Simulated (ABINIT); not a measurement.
# Sb (P2_1/m) in ABINIT: equation of state

How stiff is Sb in PBE, and what volume does it want? The cell is scaled to several volumes.

Program: ABINIT 10.8.3 (patched build). These are calculated values, not measurements. Logs are shortened: lines on timing, memory, paths and dates and some standing lists are left out, and cuts for length are marked. The log counts tension as positive stress, the text compression.

## 1. The crystal as given

It takes space group P2_1/m (No. 11, monoclinic). Conventional cell: a = 3.122 Å, b = 4.348 Å, c = 4.406 Å, α = 90.00°, β = 90.51°, γ = 90.00°. Sb (site symmetry m) has 6 Sb at 3.04 to 3.15 Å as nearest neighbours.

This isn't the form of Sb at room conditions, which is rhombohedral.

## 2. Equation of state, PBE

run.abi

```
# Datasets: one volume each
ndtset 7
getwfk -1
scalecart1 3*0.9795861087
scalecart2 3*0.9864848297
scalecart3 3*0.9932883884
scalecart4 3*1.0000000000
scalecart5 3*1.0066227096
scalecart6 3*1.0131594038
scalecart7 3*1.0196128224

# Pseudopotentials
pp_dirpath "./"
pseudos "Sb.GGA_PBE-JTH.xml"

# Structure
acell 3*1.0
rprim
     5.9004846310     0.0000000000     0.0000000000
     0.0000000000     8.2156183419     0.0000000000
    -0.0735386921     0.0000000000     8.3258536256
ntypat 1
znucl 51
natom 2
typat 1 1
chkprim 0
chksymtnons 0
tolsym 1.0e-6
xred
     0.0113890000     0.2500000000     0.2411660000
     0.9886110000     0.7500000000     0.7588340000

# Plane-wave basis
ecut 16.0
pawecutdg 32.0

# k points
kptopt 1
ngkpt 9 6 6
nshiftk 1
shiftk 0.0 0.0 0.0

# Exchange and correlation
ixc 11

# Bands and occupations
nband 19
occopt 3
tsmear 0.00183747

# SCF cycle
nstep 100
tolvrs 1.0e-9

# Output
iomode 3
prtwf 1
prtden 0
prteig 0
prtebands 0
```

Potentials or basis: JTH PAW PBE v2.0.

Launch:

```sh
$ abinit run.abi > log 2>&1
```

run.abo:

```text
.Version 10.8.3 of ABINIT
 DATASET    1 : space group P2_1/m (# 11); Bravais mP (primitive monocl.)
================================================================================
 Values of the parameters that define the memory need for DATASET  1.
     intxc =       0    ionmov =       0      iscf =      17    lmnmax =      18
     lnmax =       6     mgfft =      30  mpssoang =       3    mqgrid =    3001
     natom =       2  nloc_mem =       2    nspden =       1   nspinor =       1
    nsppol =       1      nsym =       4    n1xccc =       1    ntypat =       1
    occopt =       3   xclevel =       2
       mpw =        1174          nfft =       21600          nkpt =         112
 PAW method is used; the additional fine FFT grid is defined by:
   mgfftf=        45    nfftf =     60750
================================================================================
================================================================================
[... 71 lines left out ...]
 DATASET    7 : space group P2_1/m (# 11); Bravais mP (primitive monocl.)
================================================================================
 Values of the parameters that define the memory need for DATASET  7.
     intxc =       0    ionmov =       0      iscf =      17    lmnmax =      18
     lnmax =       6     mgfft =      32  mpssoang =       3    mqgrid =    3001
     natom =       2  nloc_mem =       2    nspden =       1   nspinor =       1
    nsppol =       1      nsym =       4    n1xccc =       1    ntypat =       1
    occopt =       3   xclevel =       2
       mpw =        1327          nfft =       24576          nkpt =         112
 PAW method is used; the additional fine FFT grid is defined by:
   mgfftf=        45    nfftf =     64800
================================================================================
================================================================================

--------------------------------------------------------------------------------
------------- Echo of variables that govern the present computation ------------
--------------------------------------------------------------------------------
 -outvars: echo values of preprocessed input variables --------
            acell      1.0000000000E+00  1.0000000000E+00  1.0000000000E+00 Bohr
              amu      1.21753000E+02
          chkprim           0
      chksymtnons           0
             ecut      1.60000000E+01 Hartree
           getwfk          -1
                       outvar_i_n : Printing only first  50 k-points.
              ixc          11
           jdtset        1    2    3    4    5    6    7
                       outvar_i_n : Printing only first  50 k-points.
         kptrlatt        9    0    0      0    6    0      0    0    6
          kptrlen1     4.82874336E+01
          kptrlen2     4.86274972E+01
          kptrlen3     4.89628698E+01
          kptrlen4     4.92937101E+01
          kptrlen5     4.96201680E+01
          kptrlen6     4.99423859E+01
          kptrlen7     5.02604988E+01
[... 82 lines left out ...]
            xcart7     5.0435747021E-02  2.0941874513E+00  2.0472936529E+00
                       5.8907930477E+00  6.2825623540E+00  6.4418534612E+00
             xred      1.1389000000E-02  2.5000000000E-01  2.4116600000E-01
                       9.8861100000E-01  7.5000000000E-01  7.5883400000E-01
            znucl       51.00000

================================================================================

 chkinp: Checking input parameters for consistency, jdtset=   1.

 chkinp: Checking input parameters for consistency, jdtset=   2.
[... 40 lines left out ...]
 getcut: wavevector=  0.0000  0.0000  0.0000  ngfft=  30  45  45
         ecut(hartree)=     32.000   => boxcut(ratio)=   2.03830

--- Pseudopotential description ------------------------------------------------
- pspini: atom type   1  psp file is ./Sb.GGA_PBE-JTH.xml
 Pseudopotential format is: paw10
 basis_size (lnmax)=  6 (lmn_size= 18), orbitals=   0   0   1   1   2   2
 Spheres core radius: rc_sph= 2.40089151
 Shapefunction is BESSEL type: shapef(r,l)=aa(1,l)*jl(q(1,l)*r)+aa(2,l)*jl(q(2,l)*r)
 Radius for shape functions =  2.00542650
 Compensation charge density is not taken into account in XC energy/potential

   1.53505782E+03                                ecore*ucvol(ha*bohr**3)
--------------------------------------------------------------------------------

[... 1254 lines left out ...]
-Cartesian components of stress tensor (GPa)         [Pressure= -2.4688E+00 GPa]
- sigma(1 1)=  2.03847454E+00  sigma(3 2)=  0.00000000E+00
- sigma(2 2)=  2.72123208E+00  sigma(3 1)= -5.66659899E-02
- sigma(3 3)=  2.64670516E+00  sigma(2 1)=  0.00000000E+00

== END DATASET(S) ==============================================================
================================================================================

 -outvars: echo values of variables after computation  --------
            acell      1.0000000000E+00  1.0000000000E+00  1.0000000000E+00 Bohr
           etotal1    -1.6522296852E+02
           etotal2    -1.6522395889E+02
           etotal3    -1.6522457206E+02
           etotal4    -1.6522485019E+02
           etotal5    -1.6522482543E+02
           etotal6    -1.6522453116E+02
           etotal7    -1.6522399542E+02
            fcart1    -4.7041470663E-04 -0.0000000000E+00  3.0187425659E-03
                       4.7041470663E-04 -0.0000000000E+00 -3.0187425659E-03
            fcart2    -5.1542229209E-04 -4.1805134788E-22  2.2394157589E-03
                       5.1542229209E-04  4.1805134788E-22 -2.2394157589E-03
            fcart3    -5.4259127789E-04 -0.0000000000E+00  1.5430524058E-03
                       5.4259127789E-04 -0.0000000000E+00 -1.5430524058E-03
            fcart4    -5.1522721822E-04 -8.2480262544E-22  9.0849670636E-04
                       5.1522721822E-04  8.2480262544E-22 -9.0849670636E-04
            fcart5    -5.4486602137E-04 -0.0000000000E+00  3.4211502083E-04
                       5.4486602137E-04 -0.0000000000E+00 -3.4211502083E-04
[... 38 lines left out ...]
                       0.0000000000E+00 -1.9260378472E-06  0.0000000000E+00
           xangst1     2.5641706202E-02  1.0646920593E+00  1.0408510919E+00
                       2.9948993233E+00  3.1940761779E+00  3.2750603214E+00
           xangst2     2.5822287547E-02  1.0721901377E+00  1.0481812706E+00
                       3.0159908585E+00  3.2165704132E+00  3.2981248863E+00
           xangst3     2.6000377918E-02  1.0795847862E+00  1.0554103355E+00
                       3.0367914529E+00  3.2387543586E+00  3.3208712941E+00
           xangst4     2.6176061475E-02  1.0868794993E+00  1.0625417027E+00
                       3.0573109365E+00  3.2606384978E+00  3.3433102943E+00
           xangst5     2.6349417929E-02  1.0940775866E+00  1.0695786078E+00
                       3.0775586190E+00  3.2822327597E+00  3.3654520675E+00
           xangst6     2.6520522838E-02  1.1011821855E+00  1.0765241180E+00
                       3.0975433256E+00  3.3035465564E+00  3.3873062645E+00
           xangst7     2.6689447920E-02  1.1081962739E+00  1.0833811444E+00
                       3.1172734329E+00  3.3245888216E+00  3.4088820453E+00
             xred      1.1389000000E-02  2.5000000000E-01  2.4116600000E-01
                       9.8861100000E-01  7.5000000000E-01  7.5883400000E-01
 Calculation completed.
```

It took 6.8 min on 1 thread of Intel Xeon at 2.70GHz, shared host; peak memory 0.21 GiB.

Results:

```yaml
Equilibrium_volume: 30.15 Å³/atom
Bulk_modulus_at_fixed_shape_and_positions: 53 GPa
Pressure_derivative_of_the_bulk_modulus: 4.6
```

Energy against volume, from the lowest point:
| volume (Å³/atom) | energy (meV/atom) |
| --- | --- |
| 28.110 | 25.60 |
| 28.708 | 12.13 |
| 29.306 | 3.78 |
| 29.904 | 0.00 |
| 30.502 | 0.34 |
| 31.100 | 4.34 |
| 31.698 | 11.63 |

Caveat: pressures at fixed basis lie under the slope of the energies; the cell was scaled at fixed shape and fractional positions, which overstates the stiffness of a crystal with free parameters, most of all of layers and chains.
